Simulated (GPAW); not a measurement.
Runs of GPAW 26.7.0 on GaSb. It takes space group F-43m (No. 216, cubic). The conventional cell has a = 6.118 Å, b = 6.118 Å, c = 6.118 Å, α = 90.00°, β = 90.00°, γ = 90.00°. Around Sb (site symmetry -43m) lie 4 Ga at 2.65 Å. Around Ga (site symmetry -43m) lie 4 Sb at 2.65 Å. 

| task | level | potentials or basis | spin | k mesh | cutoff (eV) | maxiter | convergence | band path | band points | spin axis theta (degrees) | gap on the mesh (eV) | pressure (GPa) |
| --- | --- | --- | --- | --- | --- | --- | --- | --- | --- | --- | --- | --- |
| single point | LDA | the program's PAW data sets (release 1.2.1) made for this functional, pw | off | 6 × 6 × 6 | 450 | 120 | default | - | - | - | (b) | -2.6 |
| band structure | GLLB-SC | the program's PAW data sets (release 1.2.1) made for this functional, pw | off | 6 × 6 × 6 | 600 | 150 | - | GXWKGLUWLK,UX | 100 | - | 0.31 | - |
| band structure | BLYP | PAW data sets generated in the run's folder for this functional, pw | off | 8 × 8 × 8 | 600 | 150 | - | GXWKGLUWLK,UX | 60 | - | - | (a) |
| band structure | revPBE | the program's PAW data sets (release 1.2.1) made for this functional, pw | off | 8 × 8 × 8 | 600 | 150 | - | GXWKGLUWLK,UX | 60 | - | 0.16 | 3.5 |

Alike in all rows: cell as given; smearing fermi-dirac 0.05 eV.

Question: Fill in the values left out.

Answer: (a) 5.2; (b) none.

Caveats: spin-orbit coupling is left out, which moves the levels of the heavy elements (some runs); this crystal is a semiconductor, whose small gap the functional closes, so the metal is an error of the method (some runs); the cutoff is short for stress and forces, so pressures can be off by a GPa or more (some runs); the GLLB-SC gap is the Kohn-Sham gap of the path plus the derivative discontinuity (some runs); a model potential gives levels but no total energy (some runs).

A k mesh can miss the band edges, and the runs leave out spin-orbit coupling on Ga, Sb.

Runs at the PBE level aren't shown here.
